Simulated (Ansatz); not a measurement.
MoS2 (started from an entry of an open crystallographic database) was put through Ansatz (plane waves). The geometry is the r2SCAN+rVV10 minimum.

Structure:
```xyz
6
Lattice="3.1730 0.0000 0.0000 -1.5865 2.7479 0.0000 0.0000 0.0000 12.4359" Properties=species:S:1:pos:R:3 pbc="T T T"
Mo    0.0000    1.8319    3.1090
Mo    1.5865    0.9160    9.3269
S     0.0000    1.8319    7.7712
S     1.5865    0.9160    1.5533
S     0.0000    1.8319   10.8827
S     1.5865    0.9160    4.6647
```

Output, abridged:
```
scf.n_extra_bands = 10 over 52 filled bands (N_el = 52.0): the run solves 62 bands
Crystal: 6 atoms, lattice volume = 108.431 Å³
Basis set: ecut = 420 eV, 2105 PW (Γ)
Bands: 62, of which v1, the nominal top of the filled ones, is band 52 counted from 1 (51 counted from 0)
Symmetry: 24 space group operations + 24 with time reversal
Magnetic group: BNS 194.264 (UNI 1494)
k-points: 38 of 288
preconditioner: auto → Resta (q_TF=auto, 2.414 Å⁻¹)  ε∞=8.0  [insulator: Δε(μ)=0.815 eV  σ=0.020 eV  ℏωp=21.4 eV]
SCF 1 converged in 8 iterations: F = -13527.916103 eV  dr2 = 9.82e-8
SCF converged after 8 iterations
Free energy (F): -13527.916103 eV
Fermi energy:    11.157941 eV
--- Forces (eV/Å), atoms counted from 1 ---
  atom   1  Mo      0.00000      0.00000      0.00000
  atom   2  Mo      0.00000      0.00000      0.00000
  atom   3  S       0.00000      0.00000    -0.11180
  atom   4  S       0.00000      0.00000    -0.11180
  atom   5  S       0.00000      0.00000      0.11180
  atom   6  S       0.00000      0.00000      0.11180
--- Stress (GPa, compression-positive) ---
        1.930461       0.000000       0.000000
        0.000000       1.930461       0.000000
        0.000000       0.000000       3.331421
  P = ⅓ Tr σ = 2.3974 GPa (23.974 kbar)
--- Band table (eV; the first three rows and the last of 38) ---
  k-point 0: bands = […, 8.5747, 8.5747, 9.4586, 9.4586, 9.6225, 9.6225, 10.7102, 10.7102, 12.7648, 12.7648, 12.7883, 12.7883, 12.8422, 12.8422, …]
  k-point 1: bands = […, 8.5551, 8.5551, 8.5551, 8.5551, 10.4394, 10.4394, 10.4394, 10.4394, 12.7718, 12.7718, 12.7718, 12.7718, 12.8498, 12.8498, …]
  k-point 2: bands = […, 8.6399, 8.6399, 9.6024, 9.6024, 9.6397, 9.6397, 10.5134, 10.5134, 12.6775, 12.6775, 12.7189, 12.7189, 12.8147, 12.8147, …]
  k-point 37: bands = […, 7.8529, 7.8529, 7.8765, 7.8765, 9.9325, 9.9325, 10.0799, 10.0799, 11.7157, 11.7157, 11.7188, 11.7188, 13.0470, 13.0470, …]
```

bands.tsv, columns around the gap (it counts bands from 0):
```tsv
# k_distance	band_42	band_43	band_44	band_45	band_46	band_47	band_48	band_49	band_50	band_51	band_52	band_53	band_54	band_55	band_56	band_57	band_58	band_59
# fermi_ev = 11.157941
# [0, 0, 0] at k_distance = 0.000000
# [0.5, 0, 0] at k_distance = 1.143264
# [0.3333333333, 0.3333333333, 0] at k_distance = 1.803328
# [0, 0, 0.5] at k_distance = 3.147409
# [0.5, 0, 0.5] at k_distance = 4.290673
# [0.3333333333, 0.3333333333, 0.5] at k_distance = 4.950737
# [0.177083, 0.177083, 0] at k_distance = 5.619127
# levels_relative_to = fermi_ev
0.000	-2.622	-2.622	-2.583	-2.583	-1.699	-1.699	-1.535	-1.535	-0.448	-0.448	1.607	1.607	1.630	1.630	1.684	1.684	1.711	1.711
1.143	-2.912	-2.912	-2.196	-2.196	-2.038	-2.038	-1.824	-1.824	-1.718	-1.718	1.124	1.124	1.163	1.163	1.561	1.561	1.783	1.783
1.803	-4.159	-4.159	-3.164	-3.164	-3.135	-3.135	-1.247	-1.247	-1.042	-1.042	0.557	0.557	0.559	0.559	1.485	1.485	2.320	2.320
3.147	-2.684	-2.684	-2.603	-2.603	-2.603	-2.603	-0.719	-0.719	-0.719	-0.719	1.614	1.614	1.614	1.614	1.692	1.692	1.692	1.692
4.291	-3.032	-3.032	-2.115	-2.115	-2.115	-2.115	-1.766	-1.766	-1.766	-1.766	1.142	1.142	1.142	1.142	1.681	1.681	1.681	1.681
4.951	-3.873	-3.873	-3.305	-3.305	-3.281	-3.281	-1.225	-1.225	-1.078	-1.078	0.558	0.558	0.561	0.561	1.889	1.889	1.920	1.920
5.619	-3.133	-3.133	-2.265	-2.265	-2.125	-2.125	-1.974	-1.974	-1.892	-1.892	0.473	0.473	1.179	1.179	1.305	1.305	1.409	1.409
```
In order the rows are Γ, M, K, A, L, H, K–Γ (0.47).

Task: Write the input file that gave this output.

Result:
```yaml
crystal:
  # lattice and atoms as above
kpoints:
  mp_grid: { grid: [12, 12, 2] }
  band_path:
    path:
      - [0.0, 0.0, 0.0]
      - [0.5, 0.0, 0.0]
      - [0.3333333333, 0.3333333333, 0.0]
      - [0.0, 0.0, 0.5]
      - [0.5, 0.0, 0.5]
      - [0.3333333333, 0.3333333333, 0.5]
      - [0.177083, 0.177083, 0.0]
    npoints: 1
hamiltonian:
  xc: pbe
scf:
  occupations: { method: fermi_dirac, width: 0.02 }
  n_extra_bands: 10
magnetization:
  noncollinear: true
  spin_orbit: true
output:
  forces: true
  stress: true
  eigenvalues: true
```
There is no exchange loop, so no exact exchange. Each band holds one electron and the count is doubled, so the run is non-collinear with spin-orbit coupling. A single point prints forces and stress when the output block asks for them. The lines shown narrow the functional down without fixing it; this is the one that was run. Keys that aren't typed take their defaults; thresholds and the kind of smearing can't be read off these lines.

Wall time 31 s on 1 × NVIDIA H100 80GB HBM3 with 2 threads of AMD EPYC 7R13 Processor (Zen 3), with other jobs on the host, load about 0.9 per core; peak host memory 1.2 GiB.

No magnetic order and no zero-point or thermal motion.
